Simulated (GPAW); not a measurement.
# ZnO (zincite) (P6_3mc) in GPAW: a series of runs, part 2 of 2

GPAW 26.7.0. Earlier steps stand in the parts before.

**4. Dielectric tensor, PBEsol**

File run.py:

```python
import numpy as np
from ase.dft.bandgap import bandgap
from ase.io import read, write
from gpaw import GPAW, PW, setup_paths
from gpaw.response.df import DielectricFunction

setup_paths.insert(0, '.')

atoms = read('POSCAR')

calc = GPAW(mode=PW(650),
            xc='PBEsol',
            kpts={'size': (8, 8, 4), 'gamma': True},
            occupations={'name': 'fermi-dirac', 'width': 0.001},
            nbands=31,
            convergence={'density': 1e-06},
            maxiter=150,
            txt='gpaw.txt')
atoms.calc = calc
energy = atoms.get_potential_energy()
calc.write('gs.gpw')
write('result.traj', atoms)
print(f'Energy: {energy:.6f} eV')
print('Fermi level:', round(calc.get_fermi_level(), 4), 'eV')
print(f'Gap: {bandgap(calc)[0]:.4f} eV, direct: {bandgap(calc, direct=True)[0]:.4f} eV')

for size in [(13, 13, 7)]:
    name = 'x'.join(str(n) for n in size)
    dense = calc.fixed_density(kpts={'size': size, 'gamma': True},
                               nbands=64, convergence={'bands': 58, 'eigenstates': 1e-7},
                               update_fermi_level=True, txt=f'dense-{name}.txt')
    dense.write(f'{name}.gpw', mode='all')
    df = DielectricFunction(f'{name}.gpw', frequencies=np.array([0.0]), hilbert=False, eta=0.001,
                            ecut=80, nbands=58, intraband=False, txt=f'df-{name}.txt')
    for xc in ['RPA']:
        for direction in ['x', 'y', 'z', [0, 1, 1], [1, 0, 1], [1, 1, 0]]:
            e0, e = df.get_macroscopic_dielectric_constant(xc=xc, direction=direction)
            print(f'{name} {xc} {direction}: {e0:.4f} without, {e:.4f} with local fields')
```

File POSCAR:

```
ZnO
1.0
    3.2493080000      0.0000000000      0.0000000000
   -1.6246540000      2.8139832727      0.0000000000
    0.0000000000      0.0000000000      5.2057090000
Zn O
2 2
Direct
    0.6666666667      0.3333333333      0.0000000000
    0.3333333333      0.6666666667      0.5000000000
    0.3333333333      0.6666666667      0.8790100000
    0.6666666667      0.3333333333      0.3790100000
```

Potentials or basis: PAW data sets generated in the run's folder for this functional, pw.

On the command line:

```sh
$ gpaw-setup -f PBEsol O Zn
$ OMP_NUM_THREADS=1 python run.py
```

gpaw.txt:

```text
__  _  _
 | _ |_)|_||  |
 |__||  | ||/\| - 26.7.0

Input parameters:
  mode=PW(ecut=650.0),
  convergence={'density': 1e-06},
  kpts=MonkhorstPack(size=(8, 8, 4), gamma=True),
  maxiter=150,
  nbands=31,
  occupations=Occupations(name='fermi-dirac', width=0.001),
  xc=XC(name='PBEsol')

Diagonalizing LCAO Hamiltonian
Converting LCAO to pw mode

        O

        Zn

           O

           Zn

Atoms  # Å, Bohr magnetons
|   | symbol |         x |        y |        z |    initial magnetic moments |
|---|--------|-----------|----------|----------|-----------------------------|
| 0 |     Zn |  1.624654 | 0.937994 | 0.000000 | ( 0.0000,  0.0000,  0.0000) |
| 1 |     Zn | -0.000000 | 1.875989 | 2.602854 | ( 0.0000,  0.0000,  0.0000) |
| 2 |      O | -0.000000 | 1.875989 | 4.575870 | ( 0.0000,  0.0000,  0.0000) |
| 3 |      O |  1.624654 | 0.937994 | 1.973016 | ( 0.0000,  0.0000,  0.0000) |

Unit cell  # Å
| periodic |         x |        y |        z |  lengths |     angles |
|----------|-----------|----------|----------|----------|------------|
|      yes |  3.249308 | 0.000000 | 0.000000 | 3.249308 |  90.000000 |
|      yes | -1.624654 | 2.813983 | 0.000000 | 3.249308 |  90.000000 |
|      yes |  0.000000 | 0.000000 | 5.205709 | 5.205709 | 120.000000 |

Number of symmetries: 6
Symmetry operations  # r_c * U_cc + t_c -> r_c
|   | kind |            matrix            |
|---|------|------------------------------|
| 0 |  σ   |  1, 1, 0,  0,-1, 0,  0, 0, 1 |
| 1 |  E   |  1, 0, 0,  0, 1, 0,  0, 0, 1 |
| 2 |  C3  |  0, 1, 0, -1,-1, 0,  0, 0, 1 |
| 3 |  σ   |  0,-1, 0, -1, 0, 0,  0, 0, 1 |
| 4 |  σ   | -1, 0, 0,  1, 1, 0,  0, 0, 1 |
| 5 |  C3  | -1,-1, 0,  1, 0, 0,  0, 0, 1 |

BZ-sampling:
  Number of BZ points: 256
  Number of IBZ points: 35

  Monkhorst-Pack size: [8, 8, 4]
  Monkhorst-Pack shift: [0.0625, 0.0625, 0.125]

K-points  # in reciprocal-cell coordinates
|     |                                coordinates |     weight |
|-----|--------------------------------------------|------------|
|   0 | (  0.00000000,   0.00000000,   0.00000000) | 0.00390625 |
|   1 | (  0.00000000,   0.00000000,   0.25000000) | 0.00781250 |
|   2 | (  0.00000000,   0.00000000,   0.50000000) | 0.00390625 |
|   3 | (  0.12500000,   0.00000000,  -0.25000000) | 0.02343750 |
|   4 | (  0.12500000,   0.00000000,   0.00000000) | 0.02343750 |
|   5 | (  0.12500000,   0.00000000,   0.25000000) | 0.02343750 |
|   6 | (  0.12500000,   0.00000000,   0.50000000) | 0.02343750 |
|   7 | (  0.25000000,  -0.12500000,   0.00000000) | 0.02343750 |
|   8 | (  0.25000000,  -0.12500000,   0.25000000) | 0.04687500 |
|   9 | (  0.25000000,  -0.12500000,   0.50000000) | 0.02343750 |
| ... |                                            |            |
|  34 | (  0.50000000,   0.50000000,   0.50000000) | 0.01171875 |

Plane wave coefficients: 1822
Cutoff: 650.0 eV

Spin-components: 1 (collinear spins)
Bands:           31
Projectors:      22
Spin-degeneracy: 2
Datatype:        complex128

Parallelization:
  kpt:    1
  domain: 1
  band:   1

Density:
  Valence electrons: 36.0
  Components: 1
  Grid points: [20 20 32]
  Charge: 0.0  # |e|

Potential:
  Grid points: [20 20 32]

species:
  Zn:
    name:    Zinc
    Z:       30.0
    valence: 12
    core:    18
    charge:  0.0  # [|e|]
    compensation charges:
      type: gauss
      rc: 0.37  # [Å]
      lmax: 2
    cutoffs:
      filter: 2.14  # [Å]
      core: 2.28  # [Å]
    projectors
    | kind |    occ | energy [eV] | rcut [Å] |
    |------|--------|-------------|----------|
    |   4s |  2.000 |      -5.996 |    1.286 |
    |   4p |  0.000 |      -1.076 |    1.270 |
    |   3d | 10.000 |     -10.170 |    1.180 |
    |    s |        |      21.215 |    1.286 |
    |    p |        |      26.135 |    1.270 |
    |    d |        |      17.041 |    1.180 |

    Using partial waves for Zn as LCAO basis

  O:
    name:    Oxygen
    Z:       8.0
    valence: 6
    core:    2
    charge:  0.0  # [|e|]
    compensation charges:
      type: gauss
      rc: 0.21  # [Å]
      lmax: 2
    cutoffs:
      filter: 1.17  # [Å]
      core: 0.83  # [Å]
    projectors
    | kind |    occ | energy [eV] | rcut [Å] |
    |------|--------|-------------|----------|
    |   2s |  2.000 |     -23.808 |    0.688 |
    |   2p |  4.000 |      -8.972 |    0.598 |
    |    s |        |       3.404 |    0.688 |
    |    p |        |      18.239 |    0.598 |
    |    d |        |       0.000 |    0.619 |

    Using partial waves for O as LCAO basis

Reference energy: -101713.425093  # eV

eigensolver:
  PPCG
  Converge bands: occupied
  niter=2

density mixing:
  MSR1-Mixer
  Pratt-step length: 0.05
  Maximum mixing coefficient: 0.75
  Old densities: 10
  SVD Regularization: 0.005
  Good broyden scale: 1.0
  Trust region scale: 1.0
  Backstep threshold: 4.0
  History deletion threshold: 6.0
  Fourier metric: weight=20.0, sigma=0.015

occupation numbers:
  Fermi-Dirac:
    width: 0.0010  # eV

poisson solver:
  ecut: 5200.0  # eV

xc functional:
  name: PBEsol with 2 nearest neighbor stencil

convergence criteria:
- Maximum integral of absolute [dens]ity change: 1e-06 electrons / valence electron
- Maximum [total energy] change in last 3 cyles: 0.0005 eV / valence electron
- Maximum integral of absolute [eigenst]ate change: 4e-08 eV^2 / valence electron
maximum number of iterations: 150

SCF iterations
|iter     | |      energy | eigst |  dens |
|---------|-|-------------|-------|-------|
|iter:   1| |  -22.807942 | +0.28 |       |
|iter:   2| |  -21.988695 | -1.60 | -1.01 |
|iter:   3| |  -19.995182 | -0.63 | -1.06 |
|iter:   4| |  -19.987602 | -3.19 | -1.63 |
|iter:   5| |  -19.989601c| -2.83 | -1.89 |
|iter:   6| |  -19.989692c| -4.56 | -2.96 |
|iter:   7| |  -19.989790c| -5.41 | -3.33 |
|iter:   8| |  -19.989809c| -5.87 | -3.71 |
|iter:   9| |  -19.989809c| -7.44c| -4.62 |
|iter:  10| |  -19.989809c| -7.73c| -4.97 |
|iter:  11| |  -19.989809c| -8.27c| -5.27 |
|iter:  12| |  -19.989809c| -9.23c| -6.55c|

Converged in 12 steps
Energy contributions relative to reference atoms: (reference = -101713.425093)

Energy contributions:
  Kinetic:          36.418145
  Coulomb:         -32.060671
  Zero:              0.293464
  External:          0.000000
  Xc:              -24.640746
  Entropy:          -0.000000
  Spinorbit:         0.000000
  ----------------------------
  Free energy:     -19.989809
  Extrapolated:    -19.989809

dipole moment: (0.000000, 0.000001, -8.246446)  # |e|*Ang

Fermi level: 3.771
Eigenvalues  # (at kpt = [0.000, 0.000, 0.000])
| band index |      eig [eV] | occ [0-2] |
|------------|---------------|-----------|
|          0 |       -14.247 |     2.000 |
|        ... |               |           |
|         10 |        -0.538 |     2.000 |
|         11 |        -0.538 |     2.000 |
|         12 |        -0.270 |     2.000 |
|         13 |         2.935 |     2.000 |
|         14 |         2.935 |     2.000 |
|         15 |         3.677 |     2.000 |
[... 8 lines left out ...]
|         24 |        17.753 |     0.000 |
|         25 |        17.753 |     0.000 |
|        ... |               |           |
|         30 |        23.448 |     0.000 |

Gap: 0.692 eV
Transition (v -> c):
  (s=0, k=0, n=17, [0.00, 0.00, 0.00]) -> (s=0, k=0, n=18, [0.00, 0.00, 0.00])
No difference between direct/indirect transitions
# Writing to gs.gpw (mode='')
```

df-13x13x7.txt:

```text
FrequencyGridDescriptor(from 0.000 to 0.000 eV, 1 points)
FrequencyGridDescriptor(from 0.000 to 0.000 eV, 1 points)

Calculating chi0 body with:
    Ground state adapter containing:
    Number of spins: 1
    Number of kpoints: 1183
    Number of irreducible kpoints: 126
    Number of completely occupied states: 18
    Number of partially occupied states: 18

    Linear response parametrization:
    q_c: [0.0, 0.0, 0.0]
    Number of frequency points: 1
    Planewave cutoff: 80.0
    Number of bands: 58
    Number of planewaves: 85
    Broadening (eta): 0.001

Integrating chi0 body.

Symmetries of q_c:
    Direct symmetries (Uq -> q): 6
    Indirect symmetries (TUq -> q): 6
In total 12 allowed symmetries.

Integral kind: response function

Calculating chi0 optical extensions with:
    Ground state adapter containing:
    Number of spins: 1
    Number of kpoints: 1183
    Number of irreducible kpoints: 126
    Number of completely occupied states: 18
    Number of partially occupied states: 18

    Linear response parametrization:
    Number of frequency points: 1
    Planewave cutoff: 80.0
    Number of bands: 58
    Number of planewaves: 85
    Broadening (eta): 0.001
Integrating chi0 head and wings.

Symmetries of q_c:
    Direct symmetries (Uq -> q): 6
    Indirect symmetries (TUq -> q): 6
In total 12 allowed symmetries.

Integral kind: response function wings

Finished calculating chi0
```

Run time: 6 min. Hardware: 1 thread of Arm Neoverse V1, shared host; peak memory 0.63 GiB.

What came out:

```yaml
Free_energy: -19.9898 eV
Band_gap_on_the_k_mesh: 0.69 eV, direct
Electronic_dielectric_tensor_diagonal: 5.68, 5.68, 5.60
```

Electronic dielectric tensor:
```
5.68 0.00 0.00
0.00 5.68 0.00
0.00 0.00 5.60
```

Caveat: the gap is small at this level, which inflates the dielectric constant; the long-wavelength limit can be off by several per cent where d states take part; an odd mesh through Γ misses points on the zone boundary, where band edges often lie.

**5. Dielectric tensor, PBE**

run.py: that of step 4 with these lines changed.

```diff
@@ -3,6 +3,4 @@
 from ase.io import read, write
-from gpaw import GPAW, PW, setup_paths
+from gpaw import GPAW, PW
 from gpaw.response.df import DielectricFunction
-
-setup_paths.insert(0, '.')
 
@@ -11,3 +9,3 @@
 calc = GPAW(mode=PW(650),
-            xc='PBEsol',
+            xc='PBE',
             kpts={'size': (8, 8, 4), 'gamma': True},
```

POSCAR is that of step 4.

Potentials or basis: GPAW PAW data sets (gpaw-data 1.2.1), pw.

On the command line:

```sh
$ OMP_NUM_THREADS=1 python run.py
```

gpaw.txt:

```text
__  _  _
 | _ |_)|_||  |
 |__||  | ||/\| - 26.7.0

Input parameters:
  mode=PW(ecut=650.0),
  convergence={'density': 1e-06},
  kpts=MonkhorstPack(size=(8, 8, 4), gamma=True),
  maxiter=150,
  nbands=31,
  occupations=Occupations(name='fermi-dirac', width=0.001),
  xc=XC(name='PBE')

Diagonalizing LCAO Hamiltonian
Converting LCAO to pw mode

        O

        Zn

           O

           Zn

Atoms  # Å, Bohr magnetons
|   | symbol |         x |        y |        z |    initial magnetic moments |
|---|--------|-----------|----------|----------|-----------------------------|
| 0 |     Zn |  1.624654 | 0.937994 | 0.000000 | ( 0.0000,  0.0000,  0.0000) |
| 1 |     Zn | -0.000000 | 1.875989 | 2.602854 | ( 0.0000,  0.0000,  0.0000) |
| 2 |      O | -0.000000 | 1.875989 | 4.575870 | ( 0.0000,  0.0000,  0.0000) |
[... 156 lines left out ...]
|iter:   3| |  -18.419148 | -0.45 | -1.04 |
|iter:   4| |  -18.415571 | -3.02 | -1.62 |
|iter:   5| |  -18.420756c| -2.64 | -1.87 |
|iter:   6| |  -18.420874c| -4.46 | -2.93 |
|iter:   7| |  -18.421003c| -5.21 | -3.29 |
|iter:   8| |  -18.421029c| -5.62 | -3.65 |
|iter:   9| |  -18.421029c| -7.17 | -4.44 |
|iter:  10| |  -18.421029c| -8.21c| -4.82 |
|iter:  11| |  -18.421029c| -8.08c| -5.08 |
|iter:  12| |  -18.421029c| -9.74c| -6.46c|

Converged in 12 steps
Energy contributions relative to reference atoms: (reference = -101804.357908)

Energy contributions:
  Kinetic:          42.828714
  Coulomb:         -37.423908
  Zero:              0.321688
  External:          0.000000
  Xc:              -24.147522
  Entropy:          -0.000000
  Spinorbit:         0.000000
  ----------------------------
  Free energy:     -18.421029
  Extrapolated:    -18.421029

dipole moment: (0.000000, 0.000000, -8.252429)  # |e|*Ang

Fermi level: 3.934
Eigenvalues  # (at kpt = [0.000, 0.000, 0.000])
| band index |      eig [eV] | occ [0-2] |
|------------|---------------|-----------|
|          0 |       -14.135 |     2.000 |
|        ... |               |           |
|         10 |        -0.366 |     2.000 |
|         11 |        -0.366 |     2.000 |
|         12 |        -0.099 |     2.000 |
|         13 |         3.107 |     2.000 |
|         14 |         3.107 |     2.000 |
|         15 |         3.843 |     2.000 |
[... 8 lines left out ...]
|         24 |        18.037 |     0.000 |
|         25 |        18.037 |     0.000 |
|        ... |               |           |
|         30 |        23.813 |     0.000 |

Gap: 0.796 eV
Transition (v -> c):
  (s=0, k=0, n=17, [0.00, 0.00, 0.00]) -> (s=0, k=0, n=18, [0.00, 0.00, 0.00])
No difference between direct/indirect transitions
# Writing to gs.gpw (mode='')
```

stdout:

```text
Energy: -18.421029 eV
Fermi level: 3.9341 eV
Gap: 0.7956 eV, direct: 0.7956 eV
13x13x7 RPA x: 5.4176 without, 5.2255 with local fields
13x13x7 RPA y: 5.4176 without, 5.2255 with local fields
13x13x7 RPA z: 5.3887 without, 5.2117 with local fields
13x13x7 RPA [0, 1, 1]: 5.4032 without, 5.2186 with local fields
13x13x7 RPA [1, 0, 1]: 5.4032 without, 5.2186 with local fields
13x13x7 RPA [1, 1, 0]: 5.4176 without, 5.2255 with local fields
```

df-13x13x7.txt:

```text
FrequencyGridDescriptor(from 0.000 to 0.000 eV, 1 points)
FrequencyGridDescriptor(from 0.000 to 0.000 eV, 1 points)

Calculating chi0 body with:
    Ground state adapter containing:
    Number of spins: 1
    Number of kpoints: 1183
    Number of irreducible kpoints: 126
    Number of completely occupied states: 18
    Number of partially occupied states: 18

    Linear response parametrization:
    q_c: [0.0, 0.0, 0.0]
    Number of frequency points: 1
    Planewave cutoff: 80.0
    Number of bands: 58
    Number of planewaves: 85
    Broadening (eta): 0.001

Integrating chi0 body.

Symmetries of q_c:
    Direct symmetries (Uq -> q): 6
    Indirect symmetries (TUq -> q): 6
In total 12 allowed symmetries.

Integral kind: response function

Calculating chi0 optical extensions with:
    Ground state adapter containing:
    Number of spins: 1
    Number of kpoints: 1183
    Number of irreducible kpoints: 126
    Number of completely occupied states: 18
    Number of partially occupied states: 18

    Linear response parametrization:
    Number of frequency points: 1
    Planewave cutoff: 80.0
    Number of bands: 58
    Number of planewaves: 85
    Broadening (eta): 0.001
Integrating chi0 head and wings.

Symmetries of q_c:
    Direct symmetries (Uq -> q): 6
    Indirect symmetries (TUq -> q): 6
In total 12 allowed symmetries.

Integral kind: response function wings

Finished calculating chi0
```

It took 6 min on 1 thread of Arm Neoverse V1, shared host; peak memory 0.63 GiB.

Results:

```yaml
Free_energy: -18.4210 eV
Band_gap_on_the_k_mesh: 0.80 eV, direct
Electronic_dielectric_tensor_diagonal: 5.23, 5.23, 5.21
```

Electronic dielectric tensor:
```
5.23 0.00 0.00
0.00 5.23 0.00
0.00 0.00 5.21
```

Caveat: the long-wavelength limit can be off by several per cent where d states take part; an odd mesh through Γ misses points on the zone boundary, where band edges often lie.

**6. The runs side by side**

| level | potentials or basis | gap on the mesh (eV) |
| --- | --- | --- |
| LDA | the program's PAW data sets (release 1.2.1) made for this functional, pw | 0.73 |
| AM05 | PAW data sets generated in the run's folder for this functional, pw | 0.82 |
| PBEsol | PAW data sets generated in the run's folder for this functional, pw | 0.69 |
| PBE | GPAW PAW data sets (gpaw-data 1.2.1), pw | 0.80 |

Alike in all rows: task dielectric tensor; no spin polarisation; cell as given; k mesh 8 × 8 × 4; cutoff (eV) 650; smearing fermi-dirac 0.001 eV.

Caveats: the long-wavelength limit can be off by several per cent where d states take part; an odd mesh through Γ misses points on the zone boundary, where band edges often lie; the gap is small at this level, which inflates the dielectric constant (some runs).

Total energies depend on the potentials used, so only differences within one code and one set of settings carry meaning.

**7. How close it comes**

Step 2. Measured gap of ZnO: 3.37 eV (quoted in “Electronic structure of alkaline earth and post-transition metal oxides”, 2009, arxiv:0908.1581). This calculation gives 0.73 eV (-2.64 eV). So large a miss can be the level of theory's own, or it may mean another phase, state or a wrong row. The value is that of LDA on a finite k mesh, which can miss the band edges, without temperature or zero-point motion. Semilocal functionals fall short of measured gaps as a rule.

Step 3. Measured gap of ZnO: 3.37 eV (quoted in “Electronic structure of alkaline earth and post-transition metal oxides”, 2009, arxiv:0908.1581). This calculation gives 0.82 eV (-2.55 eV). So large a miss can be the level of theory's own, or it may mean another phase, state or a wrong row. The value is that of AM05 on a finite k mesh, which can miss the band edges, without temperature or zero-point motion. Semilocal functionals fall short of measured gaps as a rule.

Step 4. A measured gap of ZnO is 3.37 eV (quoted in “Electronic structure of alkaline earth and post-transition metal oxides”, 2009, arxiv:0908.1581); the calculated 0.69 eV misses it by -2.68 eV. So large a miss can be the level of theory's own, or it may mean another phase, state or a wrong row. The value is that of PBEsol on a finite k mesh, which can miss the band edges, without temperature or zero-point motion. Semilocal functionals fall short of measured gaps as a rule.

Step 5. Measured gap of ZnO: 3.37 eV (quoted in “Electronic structure of alkaline earth and post-transition metal oxides”, 2009, arxiv:0908.1581). This calculation gives 0.80 eV (-2.57 eV). So large a miss can be the level of theory's own, or it may mean another phase, state or a wrong row. The value is that of PBE on a finite k mesh, which can miss the band edges, without temperature or zero-point motion. Semilocal functionals fall short of measured gaps as a rule.
